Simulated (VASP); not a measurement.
Runs of VASP 6.6.1 on CdS. Symmetry: Fm-3m, No. 225, cubic system. Conventional cell: a = 5.506 Å, b = 5.506 Å, c = 5.506 Å, α = 90.00°, β = 90.00°, γ = 90.00°. Around Cd (site symmetry m-3m) lie 6 S at 2.75 Å. Around S (site symmetry m-3m) lie 6 Cd at 2.75 Å. Measurements of this composition are mostly on another form, of space group No. 186.

```csv
task,level,potentials or basis,spin,cell,k mesh,cutoff (eV),smearing,cutoff of the response function,frequency points,empty bands,GW scheme,GW iterations,other keys,mesh quality,gap on the mesh (eV),pressure (GPa)
single point,PBE,"VASP PAW PBE potentials, release 64 (Cd_GW, S_GW)",off,as given,5 × 5 × 5,500,gaussian 0.02 eV,-,-,-,-,-,-,not flagged,0.75,(b)
density of states,PBE+D4,"VASP PAW PBE potentials, release 54 (Cd, S)",off,volume scaled by 1.04,8 × 8 × 8,520,"tetrahedron, uncorrected 0.5 eV",-,-,-,-,-,ISMEAR = -4; SIGMA = 0.5; ALGO = All,not flagged,0.25,-5.2
single point,PBEsol,"VASP PAW PBE potentials, release 64 (Cd, S)",off,as given,8 × 8 × 8,520,gaussian 0.1 eV,-,-,-,-,-,-,not flagged,0.14,-4.0
single point,PBE,"VASP PAW PBE potentials, release 64 (Cd_GW, S_GW)",off,as given,4 × 4 × 4,500,gaussian 0.02 eV,-,-,-,-,-,-,coarse,0.21,-0.2
relaxation of cell and atoms,BEEF-vdW,"VASP PAW PBE potentials, release 64 (Cd, S)","non-collinear, random start",relaxed,6 × 6 × 6,600,gaussian 0.05 eV,-,-,-,-,-,-,not flagged,0.37,0.0
optical spectrum,TB-mBJ,"VASP PAW PBE potentials, release 64 (Cd, S)",off,as given,8 × 8 × 8,520,fermi-dirac 0.1 eV,-,-,-,-,-,-,not flagged,(a),-
```

Q: Estimate the missing entries.

A: (a) 1.71; (b) -0.4.

Caveats: some runs use coarse meshes; the PAW data sets were made with another functional, which shifts forces and pressure a little (some runs); an odd mesh through Γ misses points on the zone boundary, where band edges often lie (some runs); spectra need much finer meshes, so this one isn't converged (some runs); independent-particle spectra lack excitons (some runs).

A k mesh can miss the band edges, and the runs leave out spin-orbit coupling on Cd.
